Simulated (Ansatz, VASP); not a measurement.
**GaP: VASP beside Ansatz**

Wanted: the spread between two codes on one cell, functional and k mesh.

Method: plane waves, with VASP 6.6.1 beside it; single point at PBE, in Ansatz 0.2.0.

## 1. The structure

It takes space group F-43m (No. 216, cubic). The conventional cell has a = 5.451 Å, b = 5.451 Å, c = 5.451 Å, α = 90.00°, β = 90.00°, γ = 90.00°. Nearest to Ga lie 4 P at 2.36 Å. P has 4 Ga at 2.36 Å nearest. Farther neighbours are not listed.

Coordinates:

```xyz
2
Lattice="0.0000 2.7252 2.7252 2.7252 0.0000 2.7252 2.7252 2.7252 0.0000" Properties=species:S:1:pos:R:3 pbc="T T T"
Ga    0.0000    0.0000    0.0000
P     4.0879    4.0879    4.0879
```

## 2. VASP: single point, PBE

A single point gives forces, pressure and levels at one fixed geometry, so differences don't come from the geometry; what else differs is listed under the comparison.

Lines of VASP's logs that name or quote its potential files are left out, and so is its time.

INCAR reads:

```
SYSTEM = GaP
PREC = Accurate
ENCUT = 400
EDIFF = 1E-07
NELM = 100
ISMEAR = 0
SIGMA = 0.01
LREAL = .FALSE.
ALGO = Normal
GGA = PE
NBANDS = 15
LORBIT = 11
LWAVE = .FALSE.
LCHARG = .FALSE.
KPAR = 2
```

POSCAR reads:

```
GaP
1.0
    0.0000000000      2.7252500000      2.7252500000
    2.7252500000      0.0000000000      2.7252500000
    2.7252500000      2.7252500000      0.0000000000
Ga P
1 1
Direct
    0.0000000000      0.0000000000      0.0000000000
    0.7500000000      0.7500000000      0.7500000000
```

KPOINTS reads:

```
Automatic mesh
0
Gamma
7 7 7
0 0 0
```

The projector-augmented-wave data sets are Ga_d and P (PBE family, release 64).

The run is started by

```
$ mpirun -np 2 vasp_std
```

Numbers of over 12 decimals in the logs are rounded to 6 here.

Log:

```text
[banner, memory and clock lines left out]
running    2 mpi-ranks, on    1 nodes
 distrk:  each k-point on    1 cores,    2 groups
 distr:  one band on    1 cores,    1 groups

 POSCAR found type information on POSCAR GaP
 POSCAR found :  2 types and       2 ions
 LDA part: xc-table for (Slater+PW92), standard interpolation
 POSCAR, INCAR and KPOINTS ok, starting setup
 FFT: planning ... GRIDC
 FFT: planning ... GRID_SOFT
 FFT: planning ... GRID
 WAVECAR not read
 entering main loop
       N       E                     dE             d eps       ncg     rms          rms(c)
DAV:   1     0.727986323672E+02    0.72799E+02   -0.78894E+03   616   0.146E+03
DAV:   2    -0.370159479836E+01   -0.76500E+02   -0.73089E+02   677   0.283E+02
DAV:   3    -0.928529142712E+01   -0.55837E+01   -0.55586E+01   740   0.632E+01
DAV:   4    -0.937949580224E+01   -0.94204E-01   -0.94182E-01   701   0.893E+00
DAV:   5    -0.938146818097E+01   -0.19724E-02   -0.19722E-02   803   0.113E+00    0.425E+00
DAV:   6    -0.913484693826E+01    0.24662E+00   -0.39901E-01   914   0.110E+01    0.280E+00
DAV:   7    -0.910788670639E+01    0.26960E-01   -0.98213E-02   748   0.219E+00    0.113E+00
DAV:   8    -0.910819117590E+01   -0.30447E-03   -0.13997E-02   740   0.152E+00    0.181E-01
DAV:   9    -0.910857329213E+01   -0.38212E-03   -0.13925E-03   735   0.551E-01    0.841E-02
DAV:  10    -0.910864173529E+01   -0.68443E-04   -0.11036E-04   932   0.114E-01    0.406E-02
DAV:  11    -0.910871295077E+01   -0.71215E-04   -0.98740E-05   656   0.868E-02    0.504E-03
DAV:  12    -0.910871263415E+01    0.31661E-06   -0.29389E-06   756   0.237E-02    0.273E-03
DAV:  13    -0.910871297063E+01   -0.33648E-06   -0.91561E-07   712   0.819E-03    0.186E-03
DAV:  14    -0.910871297789E+01   -0.72559E-08   -0.29892E-08   531   0.157E-03
   1 F= -.91087130E+01 E0= -.91087130E+01  d E =-.148767E-63
```

Parts of OUTCAR (step 2):

```text
ion  position               nearest neighbor table
   1  0.000  0.000  0.000-   2 2.36   2 2.36   2 2.36   2 2.36
   2  0.750  0.750  0.750-   1 2.36   1 2.36   1 2.36   1 2.36

  LATTYP: Found a face centered cubic cell.
 ALAT       =     5.4505000000

 Subroutine GETGRP returns: Found 24 space group operations
 (whereof 24 operations were pure point group operations)

The static configuration has the point symmetry T_d .

 Found     20 irreducible k-points:

   k-points           NKPTS =     20   k-points in BZ     NKDIM =     20   number of bands    NBANDS=     15

   dimension x,y,z NGX =    28 NGY =   28 NGZ =   28
   dimension x,y,z NGXF=    56 NGYF=   56 NGZF=   56

   ENCUT  =  400.0 eV  29.40 Ry    5.42 a.u.   6.29  6.29  6.29*2*pi/ulx,y,z

   NELECT =      18.0000    total number of electrons

 k-points in reciprocal lattice and weights: Automatic mesh
   0.00000000  0.00000000  0.00000000       0.003
   0.14285714  0.00000000  0.00000000       0.023
   0.28571429  0.00000000  0.00000000       0.023
   0.42857143  0.00000000  0.00000000       0.023
   0.14285714  0.14285714  0.00000000       0.017
   0.28571429  0.14285714  0.00000000       0.070
   0.42857143  0.14285714  0.00000000       0.070
  -0.42857143  0.14285714  0.00000000       0.070
  -0.28571429  0.14285714  0.00000000       0.070
[...]
-0.42857143  0.42857143  0.14285714       0.070
  -0.28571429  0.42857143  0.14285714       0.070

 average (electrostatic) potential at core
       1 -65.3829       2 -83.3998

 E-fermi :   4.7719

 k-point     1 :       0.0000    0.0000    0.0000
  band No.  band energies     occupation
    ...
      5      -9.7994      2.00000
      6      -7.8393      2.00000
      7       4.6548      2.00000
      8       4.6548      2.00000
      9       4.6548      2.00000
     10       6.4781      0.00000
     11       8.5392      0.00000
     12       8.5392      0.00000
     13       8.5392      0.00000
     14      13.4589      0.00000
    ...

 k-point     2 :       0.1429    0.0000    0.0000
  band No.  band energies     occupation
    ...
      5      -9.7996      2.00000
      6      -7.5759      2.00000
      7       2.7016      2.00000
      8       4.3663      2.00000
      9       4.3663      2.00000
     10       7.1015      0.00000
     11       8.9746      0.00000
     12       8.9746      0.00000
     13       9.3477      0.00000
     14      13.7213      0.00000
    ...

 k-point     3 :       0.2857    0.0000    0.0000
  band No.  band energies     occupation
    ...
      5      -9.7975      2.00000
      6      -6.8459      2.00000
      7       0.1805      2.00000
      8       3.8788      2.00000
      9       3.8788      2.00000
     10       6.6893      0.00000
     11       9.4538      0.00000
     12       9.4538      0.00000
     13      11.5756      0.00000
     14      13.8441      0.00000
    ...

  Total        0.5778265      0.5778265      0.5778265     -0.0000000      0.0000000      0.0000000
  in kB       22.8696226     22.8696226     22.8696226     -0.0000000      0.0000000      0.0000000
  external PRESSURE =      22.8696226 kB  Pullay stress =       0.0000000 kB

  energy-cutoff  :      400.00
  volume of cell :       40.48
      direct lattice vectors                 reciprocal lattice vectors
     0.000000000  2.725250000  2.725250000    -0.183469406  0.183469406  0.183469406
     2.725250000  0.000000000  2.725250000     0.183469406 -0.183469406  0.183469406
     2.725250000  2.725250000  0.000000000     0.183469406  0.183469406 -0.183469406

 POSITION                                       TOTAL-FORCE (eV/Angst)
 -----------------------------------------------------------------------------------
      0.00000      0.00000      0.00000         0.000000      0.000000      0.000000
      4.08788      4.08788      4.08788        -0.000000     -0.000000     -0.000000
 -----------------------------------------------------------------------------------
    total drift:                               -0.000002     -0.000002     -0.000002

  FREE ENERGIE OF THE ION-ELECTRON SYSTEM (eV)
  ---------------------------------------------------
  free  energy   TOTEN  =        -9.1087129779 eV

  energy  without entropy=       -9.1087129779  energy(sigma->0) =       -9.10871298

 total charge
# of ion       s       p       d       tot
------------------------------------------
    1        0.861   0.850  10.012  11.723
    2        1.020   1.525   0.000   2.546
--------------------------------------------------
tot          1.881   2.375  10.012  14.269

[... 3 further parts left out ...]
```

The run ends at a pressure of 2.29 GPa.

## 3. Ansatz: single point, PBE

Ansatz runs on its default PAW (the set named soft_2) files.

The same cell, functional, mesh and smearing now go to Ansatz, which takes its cutoff from its data sets.

input.yaml reads:

```yaml
crystal:
  lattice:
    - [0.0, 2.72525, 2.72525]
    - [2.72525, 0.0, 2.72525]
    - [2.72525, 2.72525, 0.0]
  atoms:
    - { symbol: Ga, position: [0.0, 0.0, 0.0] }
    - { symbol: P, position: [0.75, 0.75, 0.75] }
hamiltonian:
  xc: pbe
  pseudopotentials: { kind: paw }
kpoints:
  mp_grid: { grid: [7, 7, 7] }
scf:
  occupations: { method: gaussian, width: 0.01 }
  n_extra_bands: 4
output:
  forces: true
  stress: true
  eigenvalues: true
```

The run is started by

```
$ ansatz run input.yaml --threads 2 --pin off --max-ram 4608MiB --backend cpu --events-out ev --progress --plain --runs-dir out
```

Log:

```text
scf.n_extra_bands = 4 over 9 filled bands (N_el = 18.0): the run solves 13 bands
Engine: ansatz 0.2.0, aarch64-unknown-linux-gnu
Pseudopotentials: kind: paw
Pseudopotential: Ga, paw, valence charge 13, recommended cutoff 420 eV (normal), Ga.paw.azcp
Pseudopotential: P, paw, valence charge 5, recommended cutoff 420 eV (normal), P.paw.azcp
Functional definition: PBE
  parameter kappa = 0.804
  parameter beta = 0.066725
  exchange = pbe_x(kappa = kappa, mu = beta*pi^2/3)
  correlation = pbe_c(beta = beta)
Crystal: 2 atoms, lattice volume = 40.481 Å³
Basis set: ecut = 420 eV, 749 PW (Γ), exchange–correlation on 54×54×54 points (8 copies of the dense FFT grid, shifted against one another)
Bands: 13, of which v1, the nominal top of the filled ones, is band 9 counted from 1 (8 counted from 0)
Symmetry: 24 space group operations
Space group: F-43m (ITA 216), of the structure as read, at distance tolerance 3.4e-5 Å
k-points: 20 of 343 (time reversal used)
Non-local potential: Ga, projectors of the file, l = 0: 2, l = 1: 2, l = 2: 3, l = 3: 1
Non-local potential: P, projectors of the file, l = 0: 2, l = 1: 2, l = 2: 2
PAW form: soft (Blöchl's): semilocal exchange-correlation on the pseudo side does not see the compensation charge
PAW one-centre angular grid: Ga, 590 points (default); XC on 64 Gauss nodes
PAW one-centre angular grid: P, 110 points (default); XC on 64 Gauss nodes
Initial density: superposition of atomic densities (neutral atoms: chi_scale 0, normalization atom), corrected by the library's trained network
Initial wavefunctions: pseudopotential atomic-orbital guess
Functional: x = pbe(κ = 0.804, μ = 0.219515), c = pbe(β = 0.066725)
SCF iter   1: F=—  HF=-4539.545175 eV  |F-HF|=—  |Δ(HF+E_count)|=         —  Δρ=1.51e-3  dr2=1.19e-3  ethr=1.77e-3  ⟨swp⟩=6.5  Hψ=1806  notcnv=0
preconditioner: auto → none  [insulator: Δε(μ)=1.580 eV  Ē_g=15.508 eV  σ=0.010 eV  W_gap=1.00  n_scr=14 (ndim 8)  ℏωp=24.8 eV  f_vac=0.011  D(μ)=0.00/eV (n_scr^D=0)  ε∞_Penn≈3.5]
SCF iter   2: F=—  HF=-4539.544369 eV  |F-HF|=—  |Δ(HF+E_count)|=   8.06e-4  Δρ=1.26e-3  dr2=4.31e-4  ethr=6.61e-6  ⟨swp⟩=3.0  Hψ=756  notcnv=0
SCF iter   3: F=—  HF=-4539.544178 eV  |F-HF|=—  |Δ(HF+E_count)|=   1.91e-4  Δρ=4.25e-4  dr2=5.47e-5  ethr=2.40e-6  ⟨swp⟩=2.0  Hψ=520  notcnv=0
SCF iter   4: F=—  HF=-4539.544217 eV  |F-HF|=—  |Δ(HF+E_count)|=   3.94e-5  Δρ=1.28e-4  dr2=4.25e-6  ethr=3.04e-7  ⟨swp⟩=2.0  Hψ=504  notcnv=0
SCF iter   5: F=—  HF=-4539.544217 eV  |F-HF|=—  |Δ(HF+E_count)|=   4.12e-8  Δρ=2.81e-5  dr2=3.96e-7  ethr=2.36e-8  ⟨swp⟩=2.0  Hψ=436  notcnv=0
SCF iter   6: F=-4539.544218 eV  HF=-4539.544218 eV  |F-HF|=1.07e-8  |Δ(HF+E_count)|=   4.65e-7  Δρ=1.23e-5  dr2=3.52e-8  ethr=5.56e-10  ⟨swp⟩=7.0  Hψ=1380  notcnv=0
SCF 1 converged in 6 iterations: F = -4539.544218 eV  dr2 = 3.52e-8
  greatest PAW one-centre occupation: 0.994 electrons in one spin orbital (limit 2), on the Ga atom at site 0 (counted from 0), in its partial waves of l = 2
SCF converged after 6 iterations
Free energy (F): -4539.544218 eV
Harris-Foulkes:  -4539.544218 eV  (|F-HF|=1.07e-8)
Internal energy: -4539.544218 eV  (E = F + TS)
E sigma→0 (E₀):  -4539.544218 eV
Fermi energy:    7.883217 eV
--- Per-component energies (eV) ---
  E_band       = -58.208698
  E_kinetic    = 186.331836
  E_local      = -2200.482164  (includes V_loc(G=0)·N_el)
  E_nonlocal   = 458.842052
  E_hartree    = 1017.570627
  E_xc         = -130.787588
  E_vxc        = -119.040555  (∫ρ·V_xc dr)
  E_paw        = -2558.373934  (= ΣΔE_a)
  E_vpaw       = -418.992121  (= ΣTr[D̂ρ^β])
  E_aug_tail   = -0.000104  (compensation charges beyond the density's cutoff)
  E_ewald      = -1312.644944
  E_smearing   = -0.000000  (= −TS)
  E_closure    = 0.000000  (closes the sum)
  Σ components = -4539.544218   (vs F -4539.544218, Δ=0.00e0)
--- Forces (eV/Å), atoms counted from 1 ---
  atom   1  Ga    -0.00000000     0.00000000     0.00000000
  atom   2  P      0.00000000    -0.00000000     0.00000000
  max |Σ_I F_I| component: 5.32e-17 eV/Å
--- Stress (GPa, compression-positive) ---
        2.509506      -0.000000       0.000000
       -0.000000       2.509506       0.000000
       -0.000000       0.000000       2.509506
  P = ⅓ Tr σ = 2.5095 GPa (25.095 kbar)
--- Band table (eV; the first three rows and the last of 20) ---
  k-point 0: bands = [... 5 lower, -5.4048, 7.0878, 7.0878, 7.0878, 8.9158, 10.9716, 10.9716, 10.9716]
  k-point 1: bands = [... 5 lower, -5.1414, 5.1360, 6.7992, 6.7992, 9.5384, 11.4059, 11.4059, 11.7780]
  k-point 2: bands = [... 5 lower, -4.4115, 2.6147, 6.3116, 6.3116, 9.1263, 11.8835, 11.8835, 14.0042]
  k-point 19: bands = [... 5 lower, -2.4562, 0.6014, 3.2078, 4.2914, 10.6251, 12.4022, 13.4391, 14.1339]
```

Elapsed: 1.5 s, on 2 threads of Arm Neoverse N1, shared host; peak memory 0.28 GiB.

The column dr2 measures how far the density is from self-consistency, as an energy; F and HF (Harris–Foulkes) agree once it is small.

The run ends at a pressure of 2.51 GPa.

## 4. Side by side

Known differences besides the potentials themselves: the cutoff is 420 eV in Ansatz and 400 eV in VASP; VASP leaves aspherical gradient terms in its spheres out (LASPH is not set), Ansatz keeps them. Total energies have different zeros and are not compared.

The two programs side by side:

```csv
quantity,Ansatz,VASP,difference
pressure (GPa),2.51,2.29,+0.22
gap on the k mesh (eV),1.591,1.587,+0.004
```

A gap on the mesh is an upper bound, since the band edges may lie between its points.

## 5. Summary of results

| Item | Value |
| --- | --- |
| difference in gap on the k mesh (single point, PBE) | 0.0035 eV |

What this shows: The difference in gap on the k mesh is 0.0035 eV (single point, PBE), within the 0.08 eV picked in this series as the mark of a large difference. How closely two codes agree says nothing of how well the functional describes the real material.

[Lines on the potential files, build, host, timing and source positions are cut from VASP's logs without a mark.]

[Logs are printed without paths, hosts, clocks, repeated set-up lines and the standing remarks that a program may print on its own settings, such as how far it seeks lower states.]

[Hosts, paths, dates, database ids (printed as entryN), source tags and the programs' standing remarks are cut or masked in the printed files.]
